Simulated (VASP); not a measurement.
# CoSi (Pnma) in VASP: relaxation of cell and atoms with PBE

Aim: the relaxation of cell and atoms of CoSi with PBE.

Program: VASP 6.6.1. These are calculated values, not measurements. Logs are shortened: lines on timing, memory, paths and dates and some standing lists are left out, and cuts for length are marked.

## Step 1: The structure

It takes space group Pnma (No. 62, orthorhombic). Conventional cell: a = 5.299 Å, b = 2.901 Å, c = 6.029 Å, α = 90.00°, β = 90.00°, γ = 90.00°. Around Co (site symmetry m) lie 6 Si at 2.28 to 2.37 Å. Si (site symmetry m) has 6 Co at 2.28 to 2.37 Å and 2 Si at 2.57 Å as nearest neighbours.

The cell was built by a generator and needn't be a form met in nature.

## Step 2: Relaxation of cell and atoms, PBE, collinear spin, ferromagnetic start

Input file INCAR:

```
ALGO = Normal
EDIFF = 1E-6
EDIFFG = -0.01
ENCUT = 520
GGA = PE
IBRION = 2
ISIF = 3
ISMEAR = 0
ISPIN = 2
KPAR = 4
LASPH = True
LCHARG = False
LMAXMIX = 4
LORBIT = 11
LREAL = False
LWAVE = False
MAGMOM = 2 2 2 2 0 0 0 0
NELM = 120
NSW = 90
PREC = Accurate
SIGMA = 0.1
```

Input file KPOINTS:

```
k-points
0
Gamma
  6 10 6
```

Input file POSCAR:

```
CoSi
1.0
    5.2990000000      0.0000000000      0.0000000000
    0.0000000000      2.9010000000      0.0000000000
    0.0000000000      0.0000000000      6.0290000000
Co Si
4 4
Direct
    0.4958954500      0.7500000000      0.3005058900
    0.0041045500      0.2500000000      0.8005058900
    0.5041045500      0.2500000000      0.6994941100
    0.9958954500      0.7500000000      0.1994941100
    0.8112379700      0.7500000000      0.5580942100
    0.6887620300      0.2500000000      0.0580942100
    0.1887620300      0.2500000000      0.4419057900
    0.3112379700      0.7500000000      0.9419057900
```

Potentials or basis: VASP PAW PBE potentials, release 64 (Co, Si).

Command:

```console
$ cat potpaw_PBE.64/Co/POTCAR potpaw_PBE.64/Si/POTCAR > POTCAR
$ mpirun -np 4 vasp_std > vasp.out
```

OUTCAR:

```text
EDIFF = 1E-6
   EDIFFG = -0.01
   ENCUT = 520
   GGA = PE
   IBRION = 2
   ISIF = 3
   ISMEAR = 0
   ISPIN = 2
   LASPH = True
   LORBIT = 11
   LREAL = False
   NELM = 120
   NSW = 90
   PREC = Accurate

 ion  position               nearest neighbor table
   1  0.496  0.750  0.301-   5 2.28   6 2.30   6 2.30   7 2.34   7 2.34   8 2.37   4 2.72   4 2.72
                             3 2.81   3 2.81
   2  0.004  0.250  0.801-   6 2.28   5 2.30   5 2.30   8 2.34   8 2.34   7 2.37   3 2.72   3 2.72
                             4 2.81   4 2.81
   3  0.504  0.250  0.699-   7 2.28   8 2.30   8 2.30   5 2.34   5 2.34   6 2.37   2 2.72   2 2.72
                             1 2.81   1 2.81
   4  0.996  0.750  0.199-   8 2.28   7 2.30   7 2.30   6 2.34   6 2.34   5 2.37   1 2.72   1 2.72
                             2 2.81   2 2.81
   5  0.811  0.750  0.558-   1 2.28   2 2.30   2 2.30   3 2.34   3 2.34   4 2.37   7 2.57   7 2.57

   6  0.689  0.250  0.058-   2 2.28   1 2.30   1 2.30   4 2.34   4 2.34   3 2.37   8 2.57   8 2.57

   7  0.189  0.250  0.442-   3 2.28   4 2.30   4 2.30   1 2.34   1 2.34   2 2.37   5 2.57   5 2.57

   8  0.311  0.750  0.942-   4 2.28   3 2.30   3 2.30   2 2.34   2 2.34   1 2.37   6 2.57   6 2.57

  LATTYP: Found a simple orthorhombic cell.
 ALAT       =     2.9010000000
 B/A-ratio  =     1.8266115133
 C/A-ratio  =     2.0782488797

  Lattice vectors:

 A1 = (   0.0000000000,  -2.9010000000,   0.0000000000)
 A2 = (   5.2990000000,   0.0000000000,   0.0000000000)
 A3 = (   0.0000000000,   0.0000000000,   6.0290000000)

Analysis of symmetry for initial positions (statically):
=====================================================================
 Subroutine PRICEL returns:
 Original cell was already a primitive cell.

 Routine SETGRP: Setting up the symmetry group for a
 simple orthorhombic supercell.

 Subroutine GETGRP returns: Found  8 space group operations
 (whereof  2 operations were pure point group operations)
 out of a pool of  8 trial point group operations.

The static configuration has the point symmetry S_2 .
 The point group associated with its full space group is D_2h.

Analysis of symmetry for dynamics (positions and initial velocities):
=====================================================================
 Subroutine PRICEL returns:
 Original cell was already a primitive cell.

 Routine SETGRP: Setting up the symmetry group for a
 simple orthorhombic supercell.

 Subroutine GETGRP returns: Found  8 space group operations
 (whereof  2 operations were pure point group operations)
 out of a pool of  8 trial point group operations.

The dynamic configuration has the point symmetry S_2 .
 The point group associated with its full space group is D_2h.

Analysis of structural, dynamic, and magnetic symmetry:
[... 155 lines left out ...]
 conjugate gradient relaxation of ions
 spin polarized calculation
 Gauss-broadening in eV      SIGMA  =   0.10
  energy-cutoff  :      520.00
  volume of cell :       92.68
 maximum number of plane-waves:      2528
 NGX is ok and might be reduce to    40
   NGX = 19   NGY = 11   NGZ = 23

--------------------------------------- Ionic step        1  -------------------------------------------

 number of electron      52.0000011 magnetization       0.7183479

 Free energy of the ion-electron system (eV)
  ---------------------------------------------------
  ext. energy  EPLUGINS =         0.00000000
  ---------------------------------------------------
  free energy    TOTEN  =       -54.07314455 eV

  energy without entropy =      -54.05421280  energy(sigma->0) =      -54.06367868

------------------------ aborting loop because EDIFF is reached ----------------------------------------

  FORCE on cell =-STRESS in cart. coord.  units (eV):
  Direction    XX          YY          ZZ          XY          YZ          ZX
  --------------------------------------------------------------------------------------
  -------------------------------------------------------------------------------------
  Total        0.7942218      0.7797060      0.1099672      0.0000000      0.0000000      0.0000000
  in kB       13.7298399     13.4789019      1.9010201      0.0000000      0.0000000      0.0000000
  external PRESSURE =       9.7032540 kB  Pullay stress =       0.0000000 kB
[... 239 lines left out ...]
--------------------------------------- Ionic step        7  -------------------------------------------

 number of electron      52.0000005 magnetization       0.8029404

 Free energy of the ion-electron system (eV)
  ---------------------------------------------------
  ext. energy  EPLUGINS =         0.00000000
  ---------------------------------------------------
  free energy    TOTEN  =       -54.07749941 eV

  energy without entropy =      -54.05762948  energy(sigma->0) =      -54.06756444

 E-fermi :  10.7315     XC(G=0): -12.4668

 val. band max:       10.7304038182   @ k =   0.1667   0.5000   0.3333
 cond. band min:      10.7343040783   @ k =   0.1667   0.4000   0.3333
 fundamental gap:      0.0039002601
 Fermi energy:        10.7315152839

 spin component 1

 k-point     1 :       0.0000    0.0000    0.0000
  band No.  band energies     occupation
      1      -2.0733      1.00000
      2       0.4296      1.00000
      3       2.5445      1.00000
      4       2.7634      1.00000
      5       4.3608      1.00000
      6       4.5343      1.00000
[... 901 lines left out ...]
     34      15.8201      0.00000
     35      15.8201      0.00000

 [... further k-points ...]

 spin component 2

 k-point     1 :       0.0000    0.0000    0.0000
  band No.  band energies     occupation
      1      -2.0842      1.00000
      2       0.4209      1.00000
      3       2.5475      1.00000
      4       2.7425      1.00000
      5       4.3771      1.00000
      6       4.5526      1.00000
[... 938 lines left out ...]
  FREE ENERGIE OF THE ION-ELECTRON SYSTEM (eV)
  ---------------------------------------------------
  free  energy   TOTEN  =       -54.0774994065 eV

  energy  without entropy=      -54.0576294788  energy(sigma->0) =      -54.06756444

 reached required accuracy - stopping structural energy minimisation

 total charge

# of ion       s       p       d       tot
------------------------------------------
    1        0.450   0.606   7.502   8.559
    2        0.450   0.606   7.502   8.559
    3        0.450   0.606   7.502   8.559
    4        0.450   0.606   7.502   8.559
    5        0.757   0.889   0.000   1.646
    6        0.757   0.889   0.000   1.646
    7        0.757   0.889   0.000   1.646
    8        0.757   0.889   0.000   1.646
--------------------------------------------------
tot          4.829   5.982  30.010  40.821

 magnetization (x)

# of ion       s       p       d       tot
------------------------------------------
    1        0.003  -0.003   0.220   0.221
    2        0.003  -0.003   0.220   0.221
    3        0.003  -0.003   0.220   0.221
    4        0.003  -0.003   0.220   0.221
    5       -0.001  -0.006   0.000  -0.007
    6       -0.001  -0.006   0.000  -0.007
    7       -0.001  -0.006   0.000  -0.007
    8       -0.001  -0.006   0.000  -0.007
--------------------------------------------------
tot          0.007  -0.033   0.881   0.856
```

OSZICAR:

```text
N       E                     dE             d eps       ncg     rms          rms(c)
DAV:   1     0.353228399116E+03    0.35323E+03   -0.22394E+04 13440   0.169E+03
[... 59 lines left out ...]
   6 F= -.54077425E+02 E0= -.54067518E+02  d E =-.268522E-03  mag=     0.7946
       N       E                     dE             d eps       ncg     rms          rms(c)
DAV:   1    -0.540774859320E+02   -0.60528E-04   -0.19902E-02 13482   0.714E-01    0.428E-02
DAV:   2    -0.540775132421E+02   -0.27310E-04   -0.52507E-04 19629   0.216E-01    0.286E-02
DAV:   3    -0.540775080263E+02    0.52158E-05   -0.69700E-05 17423   0.108E-01    0.235E-02
DAV:   4    -0.540774995722E+02    0.84541E-05   -0.27863E-05 17892   0.657E-02    0.845E-03
DAV:   5    -0.540774994065E+02    0.16572E-06   -0.34691E-06 10993   0.195E-02
   7 F= -.54077499E+02 E0= -.54067564E+02  d E =-.342769E-03  mag=     0.8038
```

CONTCAR:

```text
CoSi
   1.00000000000000
     5.3240885207492674    0.0000000000000000    0.0000000000000000
    -0.0000000000000000    2.9131168645002443    0.0000000000000000
     0.0000000000000000    0.0000000000000000    6.0078724709461566
  Co              Si
     4     4
Direct
     0.4961549421922815    0.7500000000000000    0.3017676809332013
     0.0038450578077186    0.2500000000000000    0.8017676809332012
     0.5038450578077186    0.2500000000000000    0.6982323190667988
     0.9961549421922814    0.7500000000000000    0.1982323190667987
     0.8115104642543026    0.7500000000000000    0.5587106295107286
     0.6884895357456974    0.2500000000000000    0.0587106295107286
     0.1884895357456974    0.2500000000000000    0.4412893704892713
     0.3115104642543026    0.7500000000000000    0.9412893704892714

  0.00000000E+00  0.00000000E+00  0.00000000E+00
  0.00000000E+00  0.00000000E+00  0.00000000E+00
  0.00000000E+00  0.00000000E+00  0.00000000E+00
  0.00000000E+00  0.00000000E+00  0.00000000E+00
  0.00000000E+00  0.00000000E+00  0.00000000E+00
  0.00000000E+00  0.00000000E+00  0.00000000E+00
  0.00000000E+00  0.00000000E+00  0.00000000E+00
  0.00000000E+00  0.00000000E+00  0.00000000E+00
```

Run time: 5.9 min. Hardware: 4 MPI ranks of Intel Xeon 6975P-C (Granite Rapids), shared host; peak memory 0.54 GiB.

Results:

```
Free energy                                           : -54.0775 eV
Relaxed volume                                        : 11.65 Å³/atom
Relaxed cell                                          : a = 5.324 Å, b = 2.913 Å, c = 6.008 Å, α = 90.00°, β = 90.00°, γ = 90.00°
Space group after relaxing (to 0.05 Å)                : Pnma (No. 62)
Energy gained by relaxing                             : 0.5 meV/atom
Ionic steps                                           : 7
Pressure after relaxing                               : 0.0 GPa
Largest force after relaxing                          : 0.007 eV/Å
Band gap on the k mesh                                : none (metal or under the smearing width)
Net moment                                            : 0.80 μB per cell
Site moments                                          : Co +0.22; Si -0.01 μB
Valence electrons inside the program's atomic spheres : Co 8.56; Si 1.65
```

Forces on the atoms (eV/Å):
```
Co  -0.003  0.000  0.006
Co   0.003  0.000  0.006
Co   0.003  0.000 -0.006
Co  -0.003  0.000 -0.006
Si  -0.001  0.000 -0.002
Si   0.001  0.000 -0.002
Si   0.001  0.000  0.002
Si  -0.001  0.000  0.002
```

The path:
```csv
step,energy change (eV),largest force (eV/Å),pressure (GPa),volume (Å³)
1,0.0000,0.0731,0.97,92.68
2,-0.0021,0.0287,-1.00,93.62
3,-0.0029,0.0388,-0.29,93.30
4,-0.0039,0.0316,-0.05,93.20
5,-0.0040,0.0386,0.03,93.17
6,-0.0043,0.0170,-0.01,93.17
7,-0.0044,0.0067,-0.04,93.18
```

Final structure:
```cif
data_structure
_symmetry_space_group_name_H-M 'P 1'
_symmetry_Int_Tables_number 1
_cell_length_a 5.3241
_cell_length_b 2.9131
_cell_length_c 6.0079
_cell_angle_alpha 90.000
_cell_angle_beta 90.000
_cell_angle_gamma 90.000
_cell_volume 93.18
loop_
_atom_site_label
_atom_site_type_symbol
_atom_site_fract_x
_atom_site_fract_y
_atom_site_fract_z
_atom_site_occupancy
Co1 Co 0.49616 0.75000 0.30177 1
Co2 Co 0.00384 0.25000 0.80177 1
Co3 Co 0.50385 0.25000 0.69823 1
Co4 Co 0.99615 0.75000 0.19823 1
Si1 Si 0.81151 0.75000 0.55871 1
Si2 Si 0.68849 0.25000 0.05871 1
Si3 Si 0.18849 0.25000 0.44129 1
Si4 Si 0.31151 0.75000 0.94129 1
```
